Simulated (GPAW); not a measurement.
# C (Fd-3m) in GPAW: settings compared

The runs below take C through phonons, elastic constants, wannier90, with optB88-vdW, RPBE+D3, PBEsol, OLYP.

Everything below comes from runs of GPAW 26.7.0. Logs are shortened: lines on timing, memory, paths and dates and some standing lists are left out, and cuts for length are marked. The log counts tension as positive stress, the text compression.

### Step 1. Starting point

It takes space group Fd-3m (No. 227, cubic). Conventional cell: a = 3.567 Å, b = 3.567 Å, c = 3.567 Å, α = 90.00°, β = 90.00°, γ = 90.00°. C (site symmetry -43m) is surrounded by 4 C at 1.54 Å.

This isn't the form of C at room conditions, which is graphite.

### Step 2. Phonons, optB88-vdW

run.py

```python
import json
import numpy as np
from ase import Atoms
from ase.constraints import FixSymmetry
from ase.io import read, write
from ase.optimize import BFGS
from phonopy import Phonopy
from phonopy.structure.atoms import PhonopyAtoms
from gpaw import GPAW

atoms = read('C.xyz')

calc = GPAW(mode='fd',
            h=0.16,
            xc={'name': 'optB88-vdW', 'backend': 'libvdwxc'},
            kpts={'size': (13, 13, 13), 'gamma': True},
            occupations={'name': 'fermi-dirac', 'width': 0.05},
            nbands=11,
            convergence={'density': 1e-06, 'forces': 0.0001, 'eigenstates': 1e-09},
            maxiter=150,
            legacy_gpaw=True,
            txt='gpaw.txt')
atoms.calc = calc
atoms.set_constraint(FixSymmetry(atoms))
BFGS(atoms, trajectory='relax.traj', logfile='-').run(fmax=0.005, steps=40)
atoms.set_constraint()
energy = atoms.get_potential_energy()
forces = atoms.get_forces()
calc.write('gs.gpw')
write('result.traj', atoms)
print('Cell:', atoms.cell.cellpar().round(4))
print(atoms.get_scaled_positions().round(5))

def force_constants(scale):
    unit = PhonopyAtoms(symbols=atoms.get_chemical_symbols(), cell=atoms.cell[:] * scale**(1 / 3),
                        scaled_positions=atoms.get_scaled_positions())
    ph = Phonopy(unit, supercell_matrix=np.diag([1, 1, 1]), primitive_matrix=np.eye(3), symprec=1e-4)
    ph.generate_displacements(distance=0.01)
    forces = []
    for i, sc in enumerate(ph.supercells_with_displacements):
        a = Atoms(sc.symbols, cell=sc.cell, scaled_positions=sc.scaled_positions, pbc=True)
        c = GPAW(mode='fd',
                 h=0.16,
                 xc={'name': 'optB88-vdW', 'backend': 'libvdwxc'},
                 kpts={'size': (13, 13, 13), 'gamma': True},
                 occupations={'name': 'fermi-dirac', 'width': 0.05},
                 nbands=11,
                 convergence={'density': 1e-06, 'forces': 0.0001, 'eigenstates': 1e-09},
                 maxiter=150,
                 legacy_gpaw=True,
                 txt=f'disp-{scale:.3f}-{i:02d}.txt')
        a.calc = c
        f = a.get_forces()
        forces.append(f - f.mean(axis=0))
        print(f'displacement {i}: drift', f.mean(axis=0).round(5), flush=True)
    ph.forces = forces
    ph.produce_force_constants()
    ph.symmetrize_force_constants()
    return ph

qpoints = [[0.0, 0.0, 0.0]]
results = {}
for scale in [1.0]:
    ph = force_constants(scale)
    ph.run_qpoints(qpoints)
    nu = ph.qpoints.frequencies * 33.35641  # THz to cm^-1
    results[f'{scale:.3f}'] = nu.tolist()
    for qp, f in zip(qpoints, nu):
        print(scale, np.round(qp, 4), f.round(2))
json.dump(results, open('phonons.json', 'w'))
```

C.xyz

```xyz
2
Lattice="0.0000000000 1.7833700000 1.7833700000 1.7833700000 0.0000000000 1.7833700000 1.7833700000 1.7833700000 0.0000000000" Properties=species:S:1:pos:R:3 pbc="T T T"
C      2.6750550000      2.6750550000      2.6750550000
C      1.7833700000      1.7833700000      1.7833700000
```

Potentials or basis: GPAW PAW data sets (gpaw-data 1.2.1), fd.

The run is started by

```
OMP_NUM_THREADS=1 python run.py
```

gpaw.txt:

```text
___ ___ ___ _ _ _
 |   |   |_  | | | |
 | | | | | . | | | |
 |__ |  _|___|_____|  26.7.0
 |___|_|

Input parameters:
  convergence: {density: 1e-06,
                eigenstates: 1e-09,
                forces: 0.0001}
  h: 0.16
  kpts: {gamma: True,
         size: (13, 13, 13)}
  maxiter: 150
  mode: fd
  nbands: 11
  occupations: {name: fermi-dirac,
                width: 0.05}
  xc: {backend: libvdwxc,
       name: optB88-vdW}

System changes: positions, numbers, cell, pbc, initial_charges, initial_magmoms

Initialize ...

species:
  C:
    name:    Carbon
    Z:       6.0
    valence: 4
    core:    2
    charge:  0.0  # [|e|]
    compensation charges:
      type: gauss
      rc: 0.20  # [Å]
      lmax: 2
    cutoffs:
      filter: 1.14  # [Å]
      core: 1.14  # [Å]
    projectors
    | kind |    occ | energy [eV] | rcut [Å] |
    |------|--------|-------------|----------|
    |   2s |  2.000 |     -13.751 |    0.635 |
    |   2p |  2.000 |      -5.284 |    0.635 |
    |    s |        |      13.461 |    0.635 |
    |    p |        |      21.927 |    0.635 |
    |    d |        |       0.000 |    0.635 |

    Using partial waves for C as LCAO basis

Reference energy: -2055.256231  # eV

Spin-paired calculation

Convergence criteria:
 Maximum [total energy] change in last 3 cyles: 0.0005 eV / valence electron
 Maximum integral of absolute [dens]ity change: 1e-06 electrons / valence electron
 Maximum integral of absolute [eigenst]ate change: 1e-09 eV^2 / valence electron
 Maximum change in the atomic [forces] across last 2 cycles: 0.0001 eV/Ang OR
Maximum error relative to the maximum force is below inf
 Maximum number of scf [iter]ations: 150
 (Square brackets indicate name in SCF output, whereas a 'c' in
 the SCF output indicates the quantity has converged.)

Symmetries present (total): 24

  ( 1  0  0)  ( 1  0  0)  ( 1  0 -1)  ( 1  0 -1)  ( 1 -1  0)  ( 1 -1  0)
  ( 0  1  0)  ( 0  0  1)  ( 0  1 -1)  ( 0  0 -1)  ( 0 -1  1)  ( 0 -1  0)
  ( 0  0  1)  ( 0  1  0)  ( 0  0 -1)  ( 0  1 -1)  ( 0 -1  0)  ( 0 -1  1)

  ( 0  1  0)  ( 0  1  0)  ( 0  1 -1)  ( 0  1 -1)  ( 0  0  1)  ( 0  0  1)
  ( 1  0  0)  ( 0  0  1)  ( 1  0 -1)  ( 0  0 -1)  ( 1  0  0)  ( 0  1  0)
  ( 0  0  1)  ( 1  0  0)  ( 0  0 -1)  ( 1  0 -1)  ( 0  1  0)  ( 1  0  0)

  ( 0  0 -1)  ( 0  0 -1)  ( 0 -1  1)  ( 0 -1  1)  ( 0 -1  0)  ( 0 -1  0)
  ( 1  0 -1)  ( 0  1 -1)  ( 1 -1  0)  ( 0 -1  0)  ( 1 -1  0)  ( 0 -1  1)
  ( 0  1 -1)  ( 1  0 -1)  ( 0 -1  0)  ( 1 -1  0)  ( 0 -1  1)  ( 1 -1  0)

  (-1  1  0)  (-1  1  0)  (-1  0  1)  (-1  0  1)  (-1  0  0)  (-1  0  0)
  (-1  0  1)  (-1  0  0)  (-1  1  0)  (-1  0  0)  (-1  1  0)  (-1  0  1)
  (-1  0  0)  (-1  0  1)  (-1  0  0)  (-1  1  0)  (-1  0  1)  (-1  1  0)

2197 k-points: 13 x 13 x 13 Monkhorst-Pack grid
84 k-points in the irreducible part of the Brillouin zone
       k-points in crystal coordinates                weights
   0:     0.00000000    0.00000000    0.00000000          1/2197
   1:     0.07692308    0.07692308    0.00000000          6/2197
   2:     0.07692308    0.07692308    0.07692308          8/2197
   3:     0.15384615    0.07692308    0.07692308         12/2197
   4:     0.15384615    0.15384615    0.00000000          6/2197
   5:     0.15384615    0.15384615    0.07692308         24/2197
   6:     0.15384615    0.15384615    0.15384615          8/2197
   7:     0.23076923    0.15384615    0.07692308         24/2197
   8:     0.23076923    0.15384615    0.15384615         24/2197
   9:     0.23076923    0.23076923    0.00000000          6/2197
          ...
  83:     0.46153846    0.46153846    0.46153846          8/2197

Wave functions: Uniform real-space grid
  Kinetic energy operator: 12*3+1=37 point O(h^6) finite-difference Laplacian
  ScaLapack parameters: grid=1x1, blocksize=None
  Wavefunction extrapolation:
    Improved wavefunction reuse through dual PAW basis

Occupation numbers: Fermi-Dirac:
  width: 0.0500  # eV

Eigensolver
   Davidson(niter=2)

Densities:
  Coarse grid: 12*12*12 grid
  Fine grid: 24*24*24 grid
  Total Charge: 0.000000

Density mixing:
  Method: separate
  Backend: msr1
  Linear mixing parameter: 0.05
  old densities: 10
  Width of damping distribution: 1.1
  Damping of long wavelength oscillations: 20

Hamiltonian:
  XC and Coulomb potentials evaluated on a 24*24*24 grid
  Using the optB88 Exchange-Correlation functional
  Interpolation: tri-quintic (5. degree polynomial)
  Poisson solver: FastPoissonSolver using
    Stencil: 12*3+1=37 point O(h^6) finite-difference Laplacian
    FFT axes: [np.int64(0), np.int64(1), np.int64(2)]
    FST axes: []

XC parameters: optB88 with libvdwxc
  Mode: serial
  Semilocal: GGA_X_OPTB88_VDW+LDA_C_PW with 2 nearest neighbor stencil
  Corresponding non-local functional: vdW-DF
  Local blocksize: 24 x 24 x 24
  PAW datasets: PBE

Number of atoms: 2
Number of atomic orbitals: 8
Number of bands in calculation: 11
Number of valence electrons: 8
Bands to converge: occupied

... initialized

Initializing position-dependent things.

Density initialized from atomic densities
Creating initial wave functions:
  8 bands from LCAO basis set
  3 bands from random numbers

          C
       C

Atomic positions and initial magnetic moments

Positions:
   0 C      2.675055    2.675055    2.675055    ( 0.0000,  0.0000,  0.0000)
   1 C      1.783370    1.783370    1.783370    ( 0.0000,  0.0000,  0.0000)

Unit cell:
           periodic     x           y           z      points  spacing
  1. axis:    yes    0.000000    1.783370    1.783370    12     0.1716
  2. axis:    yes    1.783370    0.000000    1.783370    12     0.1716
  3. axis:    yes    1.783370    1.783370    0.000000    12     0.1716

  Lengths:   2.522066   2.522066   2.522066
  Angles:   60.000000  60.000000  60.000000

Effective grid spacing dv^(1/3) = 0.1872

iter:   1   -24.369106
iter:   2   -24.357450   -0.28  -0.83
iter:   3   -23.906770   -0.30  -0.84
iter:   4   -23.848179   -1.99  -1.38
iter:   5   -23.849286   -2.30  -1.78
iter:   6   -23.849007c  -3.65  -2.43
iter:   7   -23.849029c  -4.37  -3.43
iter:   8   -23.849029c  -5.12  -3.75
iter:   9   -23.849030c  -5.84  -4.72
iter:  10   -23.849031c  -6.51  -4.99
iter:  11   -23.849031c  -7.21  -4.94
iter:  12   -23.849031c  -7.89  -6.11c
iter:  13   -23.849031c  -8.56  -6.02c
iter:  14   -23.849031c  -9.25c -6.00c
iter:  15   -23.849031c  -9.92c -7.28c -15.67c

Converged after 15 iterations.

Dipole moment: (2.500052, 2.500052, 2.500052) |e|*Ang

Energy contributions relative to reference atoms: (reference = -2055.256231)

Kinetic:        +19.618866
Potential:      -18.659018
External:        +0.000000
XC:             -25.157758
Entropy (-ST):   -0.000000
Local:           +0.348880
SIC:             +0.000000
--------------------------
Free energy:    -23.849031
Extrapolated:   -23.849031

Non-local optB88 correlation energy: 0.638919
Semilocal GGA_X_OPTB88_VDW+LDA_C_PW energy: -97.113591
(Not including atomic contributions)
Showing only first 2 kpts
 Kpt  Band  Eigenvalues  Occupancy
  0     2     11.84645    2.00000
  0     3     11.86655    2.00000
  0     4     17.52193    0.00000
  0     5     17.52193    0.00000

  1     2     11.08396    2.00000
  1     3     11.33818    2.00000
  1     4     17.37192    0.00000
  1     5     18.48112    0.00000

Fermi level: 13.15111

Gap: 4.335 eV
Transition (v -> c):
  (s=0, k=0, n=3, [0.00, 0.00, 0.00]) -> (s=0, k=35, n=4, [0.38, 0.38, 0.00])
Direct/indirect transitions are different
Direct gap: 5.655 eV
Transition at: (s=0, k=0, n=3, [0.00, 0.00, 0.00])

Forces in eV/Ang:
  0 C    -0.00000   -0.00000   -0.00000
  1 C     0.00000    0.00000    0.00000

Writing to gs.gpw (mode='')
```

stdout:

```text
Step          Energy          fmax
BFGS:    0      -23.849031        0.000000
Cell: [ 2.5221  2.5221  2.5221 60.     60.     60.    ]
[[0.75 0.75 0.75]
 [0.5  0.5  0.5 ]]
displacement 0: drift [ 3.000e-05 -1.427e-02 -1.427e-02]
1.0 [0. 0. 0.] [   0.      0.      0.   1336.59 1336.59 1336.59]
```

disp-1.000-00.txt:

```text
___ ___ ___ _ _ _
 |   |   |_  | | | |
 | | | | | . | | | |
 |__ |  _|___|_____|  26.7.0
 |___|_|

Input parameters:
  convergence: {density: 1e-06,
                eigenstates: 1e-09,
                forces: 0.0001}
  h: 0.16
  kpts: {gamma: True,
         size: (13, 13, 13)}
[... 188 lines left out ...]
  0     3     12.02185    2.00000
  0     4     17.40645    0.00000
  0     5     17.51969    0.00000

  1     2     10.34472    2.00000
  1     3     11.60440    2.00000
  1     4     17.95706    0.00000
  1     5     18.66235    0.00000

Fermi level: 13.23093

Gap: 4.178 eV
Transition (v -> c):
  (s=0, k=0, n=3, [0.00, 0.00, 0.00]) -> (s=0, k=35, n=4, [0.00, 0.38, 0.38])
Direct/indirect transitions are different
Direct gap: 5.385 eV
Transition at: (s=0, k=0, n=3, [0.00, 0.00, 0.00])

Forces in eV/Ang:
  0 C     0.00259   -0.29324   -0.29324
  1 C    -0.00252    0.26470    0.26470
```

Run time: 1.8 min. Hardware: 1 thread of Arm Neoverse V2, shared host; peak memory 0.36 GiB.

Results:

* Free energy: -23.8490 eV
* Band gap on the k mesh: 4.33 eV, indirect (least direct gap 5.66 eV)
* Highest phonon frequency at Γ: 1337 cm⁻¹

Final structure:
```
CELL_PARAMETERS angstrom
0.00000 1.78337 1.78337
1.78337 0.00000 1.78337
1.78337 1.78337 0.00000
ATOMIC_POSITIONS crystal
C 0.75000 0.75000 0.75000
C 0.50000 0.50000 0.50000
```

Phonon frequencies in cm⁻¹ (negative: imaginary):
| q point | frequencies |
| --- | --- |
| (0.000, 0.000, 0.000) | 0 0 0 1337 1337 1337 |

Caveat: an odd mesh through Γ misses points on the zone boundary, where band edges often lie.

[end of part 1 of 4]
